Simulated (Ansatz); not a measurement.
# TaN2: one candidate structure

Aim: relax TaN2 from this start, AlB2 type (P6/mmm, No. 191), and see where it ends.

Program: Ansatz 0.2.0. Level of theory: DFT PBE, scalar-relativistic, plane waves, PAW. These are calculated values, not measurements.

5 further runs of the same task are left out: 5 set aside as unsound or not needed.

### 1 The starting structure

Symmetry: P6/mmm, No. 191, hexagonal system. The conventional cell has a = 3.137 Å, b = 3.137 Å, c = 3.387 Å, α = 90.00°, β = 90.00°, γ = 120.00°. Ta (site symmetry 6/mmm) has 12 N at 2.48 Å as nearest neighbours. Around N (site symmetry -6m2) lie 3 N at 1.81 Å and 6 Ta at 2.48 Å.

Structure file:

```xyz
3
Lattice="3.1368 0.0000 0.0000 -1.5684 2.7166 0.0000 0.0000 0.0000 3.3870" Properties=species:S:1:pos:R:3 pbc="T T T"
Ta    0.0000    0.0000    0.0000
N     0.0000    1.8111    1.6935
N     1.5684    0.9055    1.6935
```

(A quick probe on a coarse mesh, which set the mesh and smearing, is not shown.)

### 3 Rough relaxation on the coarse mesh

input.yaml reads:

```yaml
crystal:
  lattice:
    - [3.1368398357, 0.0, 0.0]
    - [-1.5684199179, 2.7165829854, 0.0]
    - [0.0, 0.0, 3.386953311]
  atoms:
    - { symbol: Ta, position: [0.0, 0.0, 0.0] }
    - { symbol: "N", position: [0.3333333333, 0.6666666667, 0.5] }
    - { symbol: "N", position: [0.6666666667, 0.3333333333, 0.5] }
basis:
  ecutwfc: 420
kpoints:
  mp_grid: { grid: [6, 6, 6] }
hamiltonian:
  xc: pbe
scf:
  occupations: { method: gaussian, width: 0.1 }
  lower_state_search: "off"
output:
  forces: true
  stress: true
  eigenvalues: true
relax:
  adjacent_minimum: "off"
  f_tol: 0.04
  max_steps: 70
  cell: { stress_tol: 0.4 }
```

Started as:

```sh
ansatz run input.yaml --threads 1 --pin off --max-ram 2560MiB --backend cpu --events-out ev --progress --plain --runs-dir out
```

The session goes on with these runs: relaxing cell and atoms.

Before running it: what results should come out?

The runs gave:

Formation energies count from the elements, computed with the same settings in runs not shown here.

| quantity | value |
| --- | --- |
| cell | a = 3.476 Å, b = 3.476 Å, c = 2.692 Å, α = 90.00°, β = 90.00°, γ = 120.00° |
| space group | P6/mmm (No. 191) |
| volume | 9.39 Å³/atom |
| gap on the mesh | none (metal) |
| formation energy from the elements | +1.011 eV/atom |

What this shows: The space group stayed P6/mmm, and from the first guess the volume went from 9.62 to 9.39 Å³/atom. The formation energy of +1.01 eV/atom is positive, so the elements lie lower than this structure; another structure of the compound can lie lower. The runs treat Ta without spin-orbit coupling. Spin polarisation is off in the runs that give these values; a magnetic solution could lie lower.
